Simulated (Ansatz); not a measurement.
MnS:

```
Mn S
1.0
     0.00000    2.47346    2.47346
     2.47346    0.00000    2.47346
     2.47346    2.47346    0.00000
Mn S
1 1
Cartesian
  0.0000 0.0000 0.0000
  3.7102 3.7102 3.7102
```

The cell is a database's computed one.

- Program: Ansatz 0.2.0
- Task: relaxation of cell and atoms
- Functional: PBEsol
- Potentials or basis: Ansatz PAW
- Cutoff: 420 eV (not typed: the program's choice for these potentials)
- k mesh: 9 × 9 × 9
- Occupations: fermi-dirac, width 0.05 eV
- Spin: collinear spin, ferromagnetic start
- Starting moments: [4.0, 0.0] μB

At the start: volume 15.13 Å³/atom.

Problem. Where does the relaxation end?

Solution. It ends after 4 steps and the volume is 14.82 Å³/atom (-2.1 %); space group F-43m (No. 216, to 0.05 Å); moment 0.21 μB per cell.

The path:
| step | energy change (eV) | largest force (eV/Å) | volume (Å³) |
| --- | --- | --- | --- |
| 1 | 0.0000 | 0.0000 | 30.27 |
| 2 | -0.0053 | 0.0000 | 29.86 |
| 3 | -0.0061 | 0.0000 | 29.63 |
| 4 | -0.0060 | 0.0000 | 29.63 |

Final structure:
```xyz
2
Lattice="0.0000 2.4561 2.4561 2.4561 0.0000 2.4561 2.4561 2.4561 0.0000" Properties=species:S:1:pos:R:3 pbc="T T T"
Mn    0.0000    0.0000    0.0000
S     3.6841    3.6841    3.6841
```

Caveat: the plane-wave basis is chosen anew once the cell has moved, so the energies of steps on either side of that aren't comparable; the moment fell far below its start of 4 μB, so a state of higher moment may lie lower in energy; the PAW data sets come from PBE, with cores solved anew for the run's functional, which leaves a small shift of forces and pressure; the starting moments weren't kept.
